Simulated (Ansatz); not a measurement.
# Ni: starts and ends of a spin-polarised SCF, part 3 of 3

Is Ni magnetic at this level, in which order, and do all starts find it? Single-point runs from several starts follow. System: Ni, its deposited structure (space group Fm-3m, primitive cell doubled); the cell holds 2 atoms. Source: COD entry 2100643; the sample's temperature and pressure aren't taken into account.

Ansatz 0.2.0; DFT HSE06, PAW, plane waves, scalar-relativistic.

## 7. A moment on one site alone, plain SCF

input.yaml reads:

```yaml
crystal:
  lattice:
    - [0.0, 1.76575, 1.76575]
    - [3.5315, 0.0, 3.5315]
    - [1.76575, 1.76575, 0.0]
  atoms:
    - { symbol: Ni, position: [0.0, 0.0, 0.0], spin: 2.0 }
    - { symbol: Ni, position: [0.0, 0.5, 0.0] }
magnetization:
  spin_polarized: true
hamiltonian:
  xc: hse06
  pseudopotentials: { kind: paw }
basis:
  ecutwfc: 420
kpoints:
  mp_grid: { grid: [6, 3, 6] }
scf:
  occupations: { method: gaussian, width: 0.1 }
  lower_state_search: "off"
output:
  forces: true
  stress: true
  write_density: true
  write_potential: true
  elf: true
  volumetric_format: npy
```

The run is started by

```
ansatz run input.yaml --threads 4 --pin off --max-ram 10240MiB --backend cpu --events-out ev --progress --plain --runs-dir out
```

Log:

```text
[... 13 lines as in an earlier run ...]
Symmetry: 12 space group operations
Space group: R-3m (ITA 166), of the structure as read, at distance tolerance 2.8e-5 Å
Magnetic group: BNS 166.97 (UNI 1327), of the structure as read, at distance tolerance 2.8e-5 Å
[... 6 lines as in an earlier run ...]
Starting moments: Σ|m| = 2 μB on 1 of 2 sites
[... 2 lines as in an earlier run ...]
iter 1 solved again at ethr=8.48e-3 eV; its pass at ethr=1.00e-1 eV (dr2=3.05e0 eV) is discarded
SCF iter   1: F=—  HF=-11679.280370 eV  |F-HF|=—  |Δ(HF+E_count)|=         —  Δρ=1.09e-1 (↑1.09e-1 ↓4.64e-2)  dr2=3.06e0  dr2_m=6.89e-1  M=1.278 μB ∫|m|=1.441 μB  β_m=0.30  ethr=8.48e-3  ⟨swp⟩=3.2  Hψ=3555  notcnv=0
preconditioner: auto → none  [metal: Δε(μ)=0.059 eV  Ē_g=10.171 eV  σ=0.100 eV  W_gap=0.30  n_scr=8 (ndim 8)  ℏωp=35.4 eV  f_vac=0.000  D(μ)=2.97/eV (n_scr^D=36)  sad-step TF]
SCF iter   2: F=—  HF=-11679.609554 eV  |F-HF|=—  |Δ(HF+E_count)|=   3.29e-1  Δρ=2.56e-1 (↑7.56e-2 ↓2.56e-1)  dr2=1.08e1  dr2_m=4.13e0  M=0.831 μB ∫|m|=0.976 μB  β_m=0.30  ethr=8.48e-3  ⟨swp⟩=2.6  Hψ=1495  notcnv=0  defer=1
iter 3 solved again at ethr=1.00e-4 eV; its pass at ethr=8.48e-3 eV (dr2=3.61e-2 eV) is discarded
SCF iter   3: F=—  HF=-11679.191815 eV  |F-HF|=—  |Δ(HF+E_count)|=   4.18e-1  Δρ=8.84e-2 (↑8.84e-2 ↓8.25e-2)  dr2=3.97e-2  dr2_m=1.46e0  M=1.266 μB ∫|m|=1.468 μB  β_m=0.30  ethr=1.00e-4  ⟨swp⟩=3.4  Hψ=3009  notcnv=0  defer=11
SCF iter   4: F=—  HF=-11679.302428 eV  |F-HF|=—  |Δ(HF+E_count)|=   1.11e-1  Δρ=9.47e-2 (↑6.35e-2 ↓9.47e-2)  dr2=2.05e-1  dr2_m=1.26e0  M=1.202 μB ∫|m|=1.404 μB  β_m=0.30  ethr=1.00e-4  ⟨swp⟩=3.0  Hψ=1540  notcnv=0  defer=5
SCF iter   5: F=—  HF=-11679.376219 eV  |F-HF|=—  |Δ(HF+E_count)|=   7.38e-2  Δρ=7.10e-2 (↑5.13e-2 ↓7.10e-2)  dr2=9.37e-2  dr2_m=7.53e-1  M=1.238 μB ∫|m|=1.442 μB  β_m=0.30  ethr=1.00e-4  ⟨swp⟩=2.7  Hψ=1512  notcnv=0  defer=2
SCF iter   6: F=—  HF=-11679.418582 eV  |F-HF|=—  |Δ(HF+E_count)|=   4.24e-2  Δρ=4.53e-2 (↑4.42e-2 ↓4.53e-2)  dr2=3.97e-4  dr2_m=4.04e-1  M=1.274 μB ∫|m|=1.479 μB  β_m=0.30  ethr=1.00e-4  ⟨swp⟩=2.4  Hψ=1429  notcnv=0  defer=7
Mixer restart at iter 6: flushing history
spin-set hold released at iteration 6 (the charge has settled, or the pull on large starting moments outlasts its swing): the magnetisation degrees of freedom join the quasi-Newton model from the next iteration; the mixer history was flushed
SCF iter   7: F=—  HF=-11679.445252 eV  |F-HF|=—  |Δ(HF+E_count)|=   2.67e-2  Δρ=4.13e-2 (↑3.53e-2 ↓4.13e-2)  dr2=7.98e-3  dr2_m=2.96e-1  M=1.276 μB ∫|m|=1.483 μB  β_m=0.41  ethr=1.10e-6  ⟨swp⟩=4.1  Hψ=2011  notcnv=0  defer=1
[... 12 lines left out ...]
SCF 1 converged in 19 iterations: F = -11679.497682 eV  dr2 = 2.17e-10
[... 1 line left out ...]
Starting moments: Σ|m| = 2 μB on 1 of 2 sites; this step starts from the density that it was given
[... 1 line left out ...]
[... 2 lines as in an earlier run ...]
Frozen-core exchange: fock
[... 17 lines left out ...]
SCF 2 stopped early in 14 iterations: F = -11675.278676 eV  dr2 = 5.34e-5
hybrid outer 1: dexx = +3.926e-1 eV, tail = 1.48e-3 eV
[... 1 line as in an earlier run ...]
Frozen-core exchange: fock
[... 33 lines left out ...]
SCF 3 stopped early in 32 iterations: F = -11675.281447 eV  dr2 = 1.02e-4
hybrid outer 2: dexx = +6.868e-3 eV, tail = 3.61e-3 eV, Δε = 9.96e-2 eV (about 3.82e-1 eV left of the loop's levels)
[... 1 line as in an earlier run ...]
Frozen-core exchange: fock
[... 24 lines left out ...]
SCF 4 converged in 23 iterations: F = -11675.283128 eV  dr2 = 2.58e-13
  Residual-converged pass: ⟨swp⟩=4.1  Hψ=2240  notcnv=0  max |occ|·‖R‖ = 9.6e-9 eV (tolerance 1.0e-8 eV)  dr2=2.68e-13  dr2_m=5.77e-15  dr2_onsite=6.83e-13  max |Δocc| = 5.0e-13
hybrid outer 3: dexx = +1.204e-2 eV, tail = inf eV, Δε = 1.38e-1 eV (about 1.65e0 eV left of the loop's levels)
[... 1 line as in an earlier run ...]
Frozen-core exchange: fock
[... 14 lines left out ...]
SCF 5 converged in 13 iterations: F = -11675.286792 eV  dr2 = 7.33e-12
  Residual-converged pass: ⟨swp⟩=4.1  Hψ=2457  notcnv=0  max |occ|·‖R‖ = 7.9e-9 eV (tolerance 1.0e-8 eV)  dr2=8.14e-12  dr2_m=1.17e-12  dr2_onsite=2.81e-12  max |Δocc| = 3.5e-13
hybrid outer 4: dexx = +1.074e-3 eV, tail = inf eV, Δε = 4.19e-2 eV (about 1.38e0 eV left of the loop's levels), ΔF = 1.05e-29 eV/Å (tail inf)
[... 1 line as in an earlier run ...]
Frozen-core exchange: fock
[... 12 lines left out ...]
SCF 6 converged in 11 iterations: F = -11675.288980 eV  dr2 = 1.46e-11
  Residual-converged pass: ⟨swp⟩=3.2  Hψ=1807  notcnv=0  max |occ|·‖R‖ = 2.5e-7 eV (tolerance 2.7e-7 eV)  dr2=1.36e-11  dr2_m=1.01e-11  dr2_onsite=9.72e-11  max |Δocc| = 1.4e-12
hybrid outer 5: dexx = +1.162e-3 eV, tail = inf eV, Δε = 4.46e-2 eV (about 1.43e0 eV left of the loop's levels), ΔF = 1.26e-29 eV/Å (tail inf)
[... 1 line as in an earlier run ...]
Frozen-core exchange: fock
[... 14 lines left out ...]
SCF 7 converged in 13 iterations: F = -11675.291378 eV  dr2 = 4.79e-11
  Residual-converged pass: ⟨swp⟩=3.0  Hψ=1608  notcnv=0  max |occ|·‖R‖ = 2.7e-7 eV (tolerance 2.7e-7 eV)  dr2=4.68e-11  dr2_m=6.02e-12  dr2_onsite=1.16e-11  max |Δocc| = 2.1e-13
hybrid outer 6: dexx = +1.372e-3 eV, tail = inf eV, first dr2_mag = 1.61e-3 eV (risen), Δε = 4.60e-2 eV (about 9.13e0 eV left of the loop's levels), ΔF = 8.94e-30 eV/Å (tail inf)
[... 1 line as in an earlier run ...]
Frozen-core exchange: fock
[... 14 lines left out ...]
SCF 8 converged in 13 iterations: F = -11675.294481 eV  dr2 = 1.20e-10
  Residual-converged pass: ⟨swp⟩=3.0  Hψ=1682  notcnv=0  max |occ|·‖R‖ = 2.6e-7 eV (tolerance 2.7e-7 eV)  dr2=1.13e-10  dr2_m=9.34e-12  dr2_onsite=2.30e-11  max |Δocc| = 2.7e-13
hybrid outer 7: dexx = +2.481e-3 eV, tail = inf eV, first dr2_mag = 1.97e-3 eV (risen), Δε = 6.09e-2 eV (about 1.21e1 eV left of the loop's levels), ΔF = 8.41e-30 eV/Å (tail inf)
[... 1 line as in an earlier run ...]
Frozen-core exchange: fock
[... 14 lines left out ...]
SCF 9 converged in 13 iterations: F = -11675.301573 eV  dr2 = 3.78e-11
  Residual-converged pass: ⟨swp⟩=3.1  Hψ=1759  notcnv=0  max |occ|·‖R‖ = 2.6e-7 eV (tolerance 2.7e-7 eV)  dr2=3.22e-11  dr2_m=5.06e-12  dr2_onsite=1.17e-11  max |Δocc| = 2.8e-13
hybrid outer 8: dexx = +9.868e-3 eV, tail = inf eV, first dr2_mag = 3.56e-3 eV (risen), Δε = 8.98e-2 eV (about 1.78e1 eV left of the loop's levels), ΔF = 8.41e-30 eV/Å (tail inf)
[... 1 line as in an earlier run ...]
Frozen-core exchange: fock
[... 15 lines left out ...]
SCF 10 converged in 14 iterations: F = -11675.330348 eV  dr2 = 4.44e-12
  Residual-converged pass: ⟨swp⟩=3.3  Hψ=1942  notcnv=0  max |occ|·‖R‖ = 2.6e-7 eV (tolerance 2.7e-7 eV)  dr2=2.20e-12  dr2_m=6.33e-12  dr2_onsite=9.05e-12  max |Δocc| = 3.4e-12
hybrid outer 9: dexx = +3.710e-2 eV, tail = inf eV, first dr2_mag = 8.71e-3 eV (risen), Δε = 1.95e-1 eV (about 3.87e1 eV left of the loop's levels), ΔF = 7.89e-30 eV/Å (tail inf)
[... 1 line as in an earlier run ...]
Frozen-core exchange: fock
[... 14 lines left out ...]
SCF 11 converged in 13 iterations: F = -11675.421220 eV  dr2 = 3.12e-12
  Residual-converged pass: ⟨swp⟩=3.1  Hψ=1788  notcnv=0  max |occ|·‖R‖ = 2.6e-7 eV (tolerance 2.7e-7 eV)  dr2=6.20e-12  dr2_m=1.34e-12  dr2_onsite=2.87e-12  max |Δocc| = 1.0e-12
hybrid outer 10: dexx = +4.839e-2 eV, tail = inf eV, first dr2_mag = 1.55e-2 eV (risen), Δε = 4.17e-1 eV (about 8.28e1 eV left of the loop's levels), ΔF = 1.47e-29 eV/Å (tail inf)
[... 1 line as in an earlier run ...]
Frozen-core exchange: fock
[... 12 lines left out ...]
SCF 12 converged in 11 iterations: F = -11675.495451 eV  dr2 = 4.09e-11
  Residual-converged pass: ⟨swp⟩=3.2  Hψ=1759  notcnv=0  max |occ|·‖R‖ = 2.6e-7 eV (tolerance 2.7e-7 eV)  dr2=4.08e-11  dr2_m=4.19e-12  dr2_onsite=1.29e-11  max |Δocc| = 1.5e-13
hybrid outer 11: dexx = +1.811e-2 eV, tail = inf eV, magnetization grown 1.0024 times (not accepted), Δε = 4.06e-1 eV (about 1.02e1 eV left of the loop's levels), ΔF = 8.41e-30 eV/Å (tail inf)
[... 1 line as in an earlier run ...]
Frozen-core exchange: fock
[... 12 lines left out ...]
SCF 13 converged in 11 iterations: F = -11675.525967 eV  dr2 = 5.50e-11
  Residual-converged pass: ⟨swp⟩=3.1  Hψ=1553  notcnv=0  max |occ|·‖R‖ = 2.6e-7 eV (tolerance 2.7e-7 eV)  dr2=5.69e-11  dr2_m=9.93e-12  dr2_onsite=3.49e-11  max |Δocc| = 4.2e-13
hybrid outer 12: dexx = +8.365e-3 eV, tail = 4.09e-1 eV, magnetization grown 1.0046 times (not accepted), Δε = 1.78e-1 eV (about 4.37e0 eV left of the loop's levels), ΔF = 8.41e-30 eV/Å (tail 9.34e-28)
[... 1 line as in an earlier run ...]
Frozen-core exchange: fock
[... 10 lines left out ...]
SCF 14 converged in 9 iterations: F = -11675.539639 eV  dr2 = 2.69e-11
  Residual-converged pass: ⟨swp⟩=3.1  Hψ=1826  notcnv=0  max |occ|·‖R‖ = 2.5e-7 eV (tolerance 2.7e-7 eV)  dr2=2.72e-11  dr2_m=2.88e-11  dr2_onsite=5.10e-11  max |Δocc| = 2.7e-13
hybrid outer 13: dexx = +3.465e-3 eV, tail = 1.72e-1 eV, magnetization grown 1.0035 times (not accepted), Δε = 9.64e-2 eV (about 2.36e0 eV left of the loop's levels), ΔF = 8.41e-30 eV/Å (tail 6.06e-28)
[... 1 line as in an earlier run ...]
Frozen-core exchange: fock
[... 10 lines left out ...]
SCF 15 converged in 9 iterations: F = -11675.545326 eV  dr2 = 2.06e-11
  Residual-converged pass: ⟨swp⟩=3.1  Hψ=1720  notcnv=0  max |occ|·‖R‖ = 2.6e-7 eV (tolerance 2.7e-7 eV)  dr2=2.13e-11  dr2_m=6.66e-12  dr2_onsite=1.94e-11  max |Δocc| = 1.4e-13
hybrid outer 14: dexx = +1.428e-3 eV, tail = 7.03e-2 eV, magnetization grown 1.0021 times (not accepted), Δε = 6.37e-2 eV (about 1.55e0 eV left of the loop's levels), ΔF = 8.94e-30 eV/Å (tail 3.88e-28)
[... 1 line as in an earlier run ...]
Frozen-core exchange: fock
[... 7 lines left out ...]
SCF 16 stopped early in 6 iterations: F = -11675.549264 eV  dr2 = 8.35e-5
hybrid outer 15: dexx = +4.769e-3 eV, tail = inf eV, Δε = 1.03e-1 eV (about 7.41e-1 eV left of the loop's levels)
[... 1 line as in an earlier run ...]
Frozen-core exchange: fock
[... 26 lines left out ...]
SCF 17 converged in 24 iterations: F = -11675.549315 eV  dr2 = 8.23e-12
  Residual-converged pass: ⟨swp⟩=3.2  Hψ=1735  notcnv=0  max |occ|·‖R‖ = 2.6e-7 eV (tolerance 2.7e-7 eV)  dr2=8.33e-12  dr2_m=6.44e-13  dr2_onsite=2.98e-12  max |Δocc| = 5.4e-13
hybrid outer 16: dexx = +1.953e-5 eV, tail = 1.02e-6 eV, magnetization grown 1.0033 times (not accepted), Δε = 1.74e-2 eV (about 1.27e-2 eV left of the loop's levels)
[... 1 line as in an earlier run ...]
Frozen-core exchange: fock
[... 6 lines left out ...]
SCF 18 converged in 5 iterations: F = -11675.549315 eV  dr2 = 5.44e-11
  Residual-converged pass: ⟨swp⟩=3.1  Hψ=1733  notcnv=0  max |occ|·‖R‖ = 2.6e-7 eV (tolerance 2.7e-7 eV)  dr2=5.47e-11  dr2_m=3.41e-11  dr2_onsite=1.88e-11  max |Δocc| = 1.2e-13
hybrid outer 17: dexx = +6.350e-9 eV, tail = 4.64e-9 eV, Δε = 6.92e-4 eV (about 1.51e-3 eV left of the loop's levels), ΔF = 1.10e-29 eV/Å (tail 8.54e-30)
the last iteration of the SCF fills more bands at one k-point than at another: 18 at σ=↑ k=3 and 20 at σ=↑ k=0; 16 at σ=↓ k=3 and 18 at σ=↓ k=0 (a band counts as filled where it holds over half of its capacity, the bands of one level by their mean; [...]
this state was not tested for a lower state beside it, because the functional holds exact exchange (a hybrid, or Hartree-Fock), whose exchange loop this test does not read (fock_operator); [...]
hybrid SCF converged: 17 outer / 234 inner (+19 warm-up), last move |dexx| = 6.35e-9 eV, tail = 4.64e-9 eV
Magnetization: 1.2387 μB (18.6194 up, 17.3806 down)
Absolute magnetization: 1.9792 μB (∫|ρ↑−ρ↓|, with the PAW one-centre terms)
Spin contamination: 0.2078 ħ² per cell (⟨S²⟩ above its minimum at these occupations)
Per-site moments (μB) at R_I (Å): [(0.49363867326838495, 1.0300733840761207), (1.0030414887443075, 1.0300733840761207)]
Free energy (F): -11675.549315 eV
Frozen-core exchange: fock
Harris-Foulkes:  -11675.549315 eV  (|F-HF|=1.09e-11)
Internal energy: -11675.546541 eV  (E = F + TS)
E sigma→0 (E₀):  -11675.547928 eV
Entropy (-TS):   -0.002774 eV (-1.387 meV/atom)
Fermi energy:    17.586444 eV
--- Per-component energies (eV) ---
  E_band       = -687.186944
  E_kinetic    = 566.936267
  E_local      = -6941.594651  (includes V_loc(G=0)·N_el)
  E_nonlocal   = 1284.973645
  E_hartree    = 2908.376484
  E_xc         = -136.098505
  E_vxc        = -173.676188  (∫ρ·V_xc dr)
  E_exx        = -191.882255  (= α·E_x^exact, valence–valence)
  E_paw        = -3108.738047  (= ΣΔE_a)
  E_vpaw       = -856.815397  (= ΣTr[D̂ρ^β])
  E_aug_tail   = 0.000940  (compensation charges beyond the density's cutoff)
  E_ewald      = -6057.087881
  E_core_change = -0.432539  (= ΣΔE_core)
  E_smearing   = -0.002774  (= −TS)
  E_closure    = -0.000001  (closes the sum)
  Σ components = -11675.549315   (vs F -11675.549315, Δ=0.00e0)
--- Forces (eV/Å), atoms counted from 1 ---
  atom   1  Ni    -0.00000000     0.00000000    -0.00000000
  atom   2  Ni     0.00000000    -0.00000000     0.00000000
  max |Σ_I F_I| component: 2.52e-29 eV/Å
--- Stress (GPa, compression-positive) ---
       -2.342837      -1.369323       1.369323
       -1.369323      -2.342837      -1.369323
        1.369323      -1.369323      -2.342837
  P = ⅓ Tr σ = -2.3428 GPa (-23.428 kbar)
--- Band table (eV; the first three rows and the last of 32) ---
  k-point 0 ↑: bands = ["-92.9321", "-91.3503", "-51.7422", "-51.7422", "-51.6486", "-50.4915", "-49.9174", "-49.9174", "7.8391", "11.2481", "12.6617", "12.6617", "13.4908", "13.6341", "13.6341", "14.9125", "14.9125", "15.9070", "15.9070", "17.5853", "23.9497"]
  k-point 1 ↑: bands = ["-92.9263", "-91.3444", "-51.7860", "-51.7538", "-51.6403", "-50.4912", "-49.9643", "-49.9302", "9.0066", "11.7366", "12.5022", "12.9260", "13.0180", "13.6859", "13.7575", "14.5146", "14.9315", "15.1961", "15.8694", "19.3258", "25.2478"]
  k-point 2 ↑: bands = ["-92.9146", "-91.3324", "-51.8749", "-51.7768", "-51.6266", "-50.4869", "-50.0574", "-49.9555", "10.7971", "11.6909", "12.0461", "13.0712", "13.7842", "13.9217", "14.3044", "14.9987", "15.2015", "15.7204", "16.1265", "20.3736", "29.0971"]
  k-point 15 ↓: bands = ["-91.1325", "-90.3873", "-49.9190", "-49.9141", "-49.8142", "-49.1999", "-49.1954", "-49.1766", "12.9193", "12.9594", "13.2757", "14.5799", "14.7070", "15.4164", "15.5600", "16.1447", "16.3176", "19.4798", "23.2595", "23.3143", "25.4824"]
[... 1 line as in an earlier run ...]
```

Wall time 84 s (4 threads of AMD EPYC (Zen 3), shared host); peak memory 0.61 GiB.

End: magnetic with very unequal moments on like atoms, site moments Ni1 0.49, Ni2 1.00 μB, total 1.24 μB per cell, no gap on the k-mesh. Against step 2, the lowest until now, it is 134 meV/atom lower.

Density in a lattice plane of the grid's cell (edges 4.99 and 2.50 Å, at 0.000 of the third edge), which holds Ni. It is the smooth density of the valence electrons, not physical close to the nuclei.

Ten even steps from '0' (0.25 e/Å³) to '9' (60.91 e/Å³):
```
552000000002553100000002
121000000000121000000000
000000000000000000000000
000000000000000000000000
000000000000000000000000
000000000000000000000000
000000000000000000000000
100000000012100000000012
520000000135520000000025
962000000026962000000026
```
Columns run along the first of these edges and rows up along the second, over one cell in 24 and 10 even steps from the bottom left corner. Atoms in the plane (fractional): Ni at (0.00, 0.00), Ni at (0.50, 1.00).

Spin density (up less down) in a lattice plane of the grid's cell (edges 4.99 and 2.50 Å, at 0.000 of the third edge), which holds Ni.

Ten even steps from '0' (-0.05 e/Å³) to '9' (4.17 e/Å³):
```
332100000013662000000001
110000000000122000000000
000000000000000000000000
000000000000000000000000
000000000000000000000000
000000000000000000000000
000000000000000000000000
100000000022100000000001
310000000026631000000123
541000000137973100000014
```
Columns run along the first of these edges and rows up along the second, over one cell in 24 and 10 even steps from the bottom left corner. Atoms in the plane (fractional): Ni at (0.00, 0.00), Ni at (0.50, 1.00).

## 8. All ends together

```csv
step,iterations,state,moments of Ni1 Ni2 (μB),total (μB),gap (eV),pressure (GPa),above lowest (meV/atom)
2,37,2,0.77 0.77,1.28,none,-7.1,134
3,21,3,0.00 0.00,0.00,none,-10.0,463
4,35,2,0.77 0.77,1.28,none,-7.1,134
5,45,2,0.77 0.77,1.28,none,-7.1,134
6,41,2,0.77 0.77,1.28,none,-7.1,134
7,253,1,0.49 1.00,1.24,none,-2.3,0.0
```

States are numbered from the lowest. Starts by step: 2 parallel moments, plain SCF; 3 no spin polarisation; 4 spin on, no moments given (the program may seed its own), plain SCF; 5 parallel moments scaled by 0.03, plain SCF; 6 moments ++ scaled by 1.4, plain SCF; 7 a moment on one site alone, plain SCF.

The 6 runs of this session took 3.4 min in all, from 12 s to 84 s each.

Decimal logarithm of the largest residual (eV) by iteration, counted through all cycles of a run:

```csv
iteration,step 2,step 3,step 4,step 5,step 6,step 7
1,0.5,-1.7,0.8,-1.1,0.9,0.5
2,0.4,-2.3,-0.1,-1.6,0.7,1.0
3,-0.7,-5.4,-0.4,-2.0,0.5,0.2
4,-0.6,-5.5,-0.9,-1.8,0.4,0.1
5,-1.2,-6.7,-3.5,-1.7,0.2,-0.1
24,-4.8,-,-5.6,-1.2,-2.2,-1.2
47,-,-,-,-,-,-6.1
70,-,-,-,-,-,-3.9
93,-,-,-,-,-,-2.9
116,-,-,-,-,-,-2.8
138,-,-,-,-,-,-9.9
161,-,-,-,-,-,-7.4
184,-,-,-,-,-,-5.1
207,-,-,-,-,-,-7.9
230,-,-,-,-,-,-5.9
253,-,-,-,-,-,-10.3
```

## 9. Results

The summary covers parts 1 to 3.

| quantity | value |
| --- | --- |
| distinct states | 3 from 6 converged runs |
| lowest state from plain starts | magnetic with very unequal moments on like atoms |
| its moments | Ni1 0.49, Ni2 1.00 μB |
| total moment | 1.24 μB per cell |
| gap on the k-mesh | none |
| pressure | -2.3 GPa |
| largest force | 0.000 eV/Å |
| next state | ferromagnetic, 134 meV/atom higher |
| highest state | non-magnetic (no spin polarisation), 463 meV/atom higher |

6 runs converged, to 3 different states. Switching spin polarisation off costs 463 meV/atom in free energy, smearing entropy included. The search isn't exhaustive: larger magnetic cells and non-collinear orders weren't tried. Only plain starts are compared here, and they miss the lowest state known: a later run (the moments typed in its input, symmetry off, plain SCF) ends 5.0 meV/atom lower, ferromagnetic. The mesh is coarse, so energy differences (and at times their sign) aren't converged.
